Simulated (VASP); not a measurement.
# TiO₂: molecular dynamics at constant energy

TiO₂, Pbcn (no. 60), 12 atoms in the cell. PBE, molecular dynamics; PAW potentials Ti, O (PBE set).

Ensemble: NVE; Starting temperature (K): 600.

## Input

INCAR:
```
SYSTEM = TiO2
ALGO = Normal
EDIFF = 1E-6
ENCUT = 400
GGA = PE
IBRION = 0
ISIF = 2
ISMEAR = 0
ISYM = 0
KPAR = 2
LASPH = .TRUE.
LCHARG = .FALSE.
LREAL = Auto
LWAVE = .FALSE.
MDALGO = 2
NELM = 60
NELMIN = 4
NSW = 60
POTIM = 1.0
PREC = Normal
RANDOM_SEED = 571492 0 0
SIGMA = 0.05
SMASS = -3
TEBEG = 600
```

KPOINTS:
```
k-points
0
Monkhorst-Pack
  2 2 2
```

POSCAR:
```
TiO2
1.0
    4.5453495500      0.0000000000      0.0000000000
    0.0000000000      5.5196194400      0.0000000000
    0.0000000000      0.0000000000      4.9091968600
Ti O
4 8
Direct
    0.0000000000      0.1729909300      0.7500000000
    0.5000000000      0.3270090700      0.2500000000
    0.0000000000      0.8270090700      0.2500000000
    0.5000000000      0.6729909300      0.7500000000
    0.2714506200      0.3817246400      0.9186490800
    0.7714506200      0.1182753600      0.0813509200
    0.2285493800      0.1182753600      0.4186490800
    0.7285493800      0.3817246400      0.5813509200
    0.2714506200      0.6182753600      0.4186490800
    0.7714506200      0.8817246400      0.5813509200
    0.2285493800      0.8817246400      0.9186490800
    0.7285493800      0.6182753600      0.0813509200
```

Commands:
```
cat potpaw_PBE.64/Ti/POTCAR potpaw_PBE.64/O/POTCAR > POTCAR
mpirun -np 2 vasp_std > vasp.out
```

## Result

- Rise of the mean potential energy above the start (meV/atom): 37.7
- Mean temperature (K): 283
- Electronic steps per ionic step after the first: 4.8

Course of the run:

| Time (fs) | Temperature (K) | Potential energy less the first (meV/atom) |
|---|---|---|
| 1 | 600 | 0.0 |
| 6 | 483 | 14.0 |
| 10 | 306 | 34.9 |
| 15 | 177 | 50.3 |
| 19 | 193 | 48.3 |
| 24 | 264 | 39.9 |
| 28 | 290 | 36.8 |
| 33 | 295 | 36.3 |
| 37 | 304 | 35.2 |
| 42 | 303 | 35.3 |
| 46 | 265 | 39.8 |
| 51 | 190 | 48.7 |
| 55 | 161 | 52.2 |
| 60 | 221 | 45.0 |

The mean temperature lies below the starting 600 K, since the atoms start on their sites and part of their kinetic energy turns into potential energy.

REPORT:
```
MDALGO =   2
               SCALING =       0
                 CNEXP =     9.000   14.000
           RANDOM_SEED =            571492                0                0

   original number of atomic DOF:         33
   number of independent constraints:      0
   number of active DOF:                  33

========================================
         MD step No.       1
========================================

  Atomic velocities initialized by STEP_tb

  >Energies
                    E_tot             E_pot             E_kin               EPS                ES
   e_b>   -0.10493932E+03   -0.10579256E+03    0.85324157E+00    0.00000000E+00    0.00000000E+00

  >Temperature
               T_sim     T_inst
   tmprt>    600.000    600.085

  >Thermostat:
           s(n+1) sdot(n+1)      s(n)   sdot(n)        Qs
   s_b>   0.00000   0.00000   0.00000   0.00000  -3.00000

           RANDOM_SEED =            571492               72                0

[... steps left out ...]

========================================
         MD step No.      60
========================================

  >Energies
                    E_tot             E_pot             E_kin               EPS                ES
   e_b>   -0.10493799E+03   -0.10525222E+03    0.31423123E+00    0.00000000E+00    0.00000000E+00

  >Temperature
               T_sim     T_inst
   tmprt>    600.000    220.999

  >Thermostat:
           s(n+1) sdot(n+1)      s(n)   sdot(n)        Qs
   s_b>   0.00000   0.00000   0.00000   0.00000  -3.00000

           RANDOM_SEED =            571492               72                0
```

OSZICAR:
```
N       E                     dE             d eps       ncg     rms          rms(c)
DAV:   1     0.763618140752E+03    0.76362E+03   -0.23428E+04   312   0.133E+03
DAV:   2     0.675964596509E+02   -0.69602E+03   -0.67018E+03   376   0.382E+02
DAV:   3    -0.129217050535E+03   -0.19681E+03   -0.19419E+03   418   0.206E+02
DAV:   4    -0.140991086625E+03   -0.11774E+02   -0.11757E+02   416   0.615E+01
DAV:   5    -0.141315184173E+03   -0.32410E+00   -0.32393E+00   385   0.991E+00    0.602E+01
DAV:   6    -0.108206122375E+03    0.33109E+02   -0.23823E+02   399   0.757E+01    0.201E+01
DAV:   7    -0.106999606535E+03    0.12065E+01   -0.42737E+01   464   0.399E+01    0.183E+01
DAV:   8    -0.107018860485E+03   -0.19254E-01   -0.23656E+01   384   0.292E+01    0.125E+01
DAV:   9    -0.105772825929E+03    0.12460E+01   -0.90503E+00   390   0.194E+01    0.622E-01
DAV:  10    -0.105796647706E+03   -0.23822E-01   -0.26474E-01   369   0.265E+00    0.638E-01
DAV:  11    -0.105793038084E+03    0.36096E-02   -0.59508E-02   427   0.122E+00    0.364E-01
DAV:  12    -0.105792743499E+03    0.29458E-03   -0.76574E-03   368   0.590E-01    0.137E-01
[... left out ...]
     58 T=   184. E= -.10493786E+03 F= -.10519908E+03 E0= -.10519908E+03  EK= 0.26122E+00 SP= 0.00E+00 SK= 0.00E+00
     59 T=   200. E= -.10493791E+03 F= -.10522288E+03 E0= -.10522288E+03  EK= 0.28496E+00 SP= 0.00E+00 SK= 0.00E+00
[... last step whole ...]
       N       E                     dE             d eps       ncg     rms          rms(c)
DAV:   1    -0.105252203805E+03   -0.29325E-01   -0.55796E-05   592   0.169E+00    0.139E-02
DAV:   2    -0.105252217794E+03   -0.13989E-04   -0.23217E-04   347   0.973E-02    0.108E-02
DAV:   3    -0.105252216756E+03    0.10382E-05   -0.14274E-05   385   0.243E-02    0.740E-03
DAV:   4    -0.105252216459E+03    0.29707E-06   -0.62515E-06   330   0.157E-02
     60 T=   221. E= -.10493799E+03 F= -.10525222E+03 E0= -.10525222E+03  EK= 0.31423E+00 SP= 0.00E+00 SK= 0.00E+00
```

Limits: 60 fs of 12 atoms are too short for converged averages; the cell is only 4.5 Å across, so each atom moves in step with near copies of itself.

VASP 6.6.1 took 174 s on 2 cores (Intel Xeon Platinum 8488C (Sapphire Rapids)), a shared host.
